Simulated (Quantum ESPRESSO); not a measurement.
AlRu:

```
Ru Al
1.0
     2.99160    0.00000    0.00000
     0.00000    2.99160    0.00000
     0.00000    0.00000    2.99160
Ru Al
1 1
Direct
  0.50000 0.50000 0.50000
  0.00000 0.00000 0.00000
```

```yaml
Program: Quantum ESPRESSO 7.5
Task: phonons
Functional: PBE
Potentials_or_basis: JTH 2.0 PBE
Cutoff: 707 eV
Density_cutoff: 4245 eV
k_mesh: 9 × 9 × 9
Occupations: cold, width 0.2 eV
Spin: no spin polarisation
Mixing_beta: 0.5
Most_SCF_iterations: 120
SCF_threshold: 4e-10 Ry
```

**Question.** Where do the zone-centre optical modes lie?

**Answer.** T1u at 317 cm⁻¹ (IR).

Optical modes at Γ, degenerate ones joined:
| cm⁻¹ | components | symmetry | active in |
| --- | --- | --- | --- |
| 317 | 3 | T1u | IR |

Caveat: the mesh is thin for the phonons of a metal.
